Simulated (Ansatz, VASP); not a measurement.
## MnSi: VASP beside Ansatz

The input INCAR:

```
PREC = Accurate
ENCUT = 520
EDIFF = 1E-7
ISMEAR = -1
SIGMA = 0.05
LREAL = False
LASPH = True
NELM = 150
ALGO = Normal
ISIF = 2
LWAVE = False
LCHARG = False
ISPIN = 2
MAGMOM = 4 0
LORBIT = 11
LMAXMIX = 4
GGA = PE
NBANDS = 20
```

Contents of KPOINTS:

```
regular mesh
0
Gamma
  15 15 15
```

Contents of POSCAR:

```
MnSi
1.0
    0.0000000000      2.4346995812      2.3982705414
    2.4346995812      0.0000000000      2.3982705414
    2.4346995812      2.4346995812      0.0000000000
Mn Si
1 1
Direct
    0.0000000000      0.0000000000      0.0000000000
    0.5000000000      0.5000000000      0.5000000000
```

Input for Ansatz:

```yaml
crystal:
  lattice:
    - [0.0, 2.4346995812, 2.3982705414]
    - [2.4346995812, 0.0, 2.3982705414]
    - [2.4346995812, 2.4346995812, 0.0]
  atoms:
    - { symbol: Mn, position: [0.0, 0.0, 0.0], spin: 4.0 }
    - { symbol: Si, position: [0.5, 0.5, 0.5] }
magnetization:
  spin_polarized: true
kpoints:
  mp_grid: { grid: [15, 15, 15] }
scf:
  occupations: { method: fermi_dirac, width: 0.05 }
hamiltonian:
  xc: pbe
  pseudopotentials: { kind: all_electron, lapw: { basis_error: 0.001 } }
output:
  forces: true
  stress: true
  eigenvalues: true
```

Change from the starting cell: z stretched by -1 % at fixed volume.

Alike in both runs: task single point; functional PBE; k mesh 15 × 15 × 15; occupations fermi-dirac, width 0.05 eV; collinear spin.

|  | VASP | Ansatz |
| --- | --- | --- |
| version | VASP 6.6.1 | Ansatz 0.2.0 |
| potentials or method | VASP PAW PBE potentials, release 64 (Mn_pv, Si) | all-electron LAPW, scalar-relativistic |
| plane-wave cutoff (eV) | 520 | see its input |

Ansatz gave:

| Property | Result |
| --- | --- |
| pressure (GPa) | 0.1 |
| largest component of the traceless stress (GPa) | 1.75 |
| net moment per atom (μB) | 1.24 |
| size of the moment on the site where the two differ most (μB) | 2.61 |

Task: Estimate VASP's values.

Result: Pressure (GPa): 0.1; largest component of the traceless stress (GPa): 1.74; net moment per atom (μB): 1.24; size of the moment on the site where the two differ most (μB): 2.58.

Site moments also hang on the region over which each program counts them. Ansatz ran all-electron here, so the differences hold the error of VASP's frozen core and of both bases.
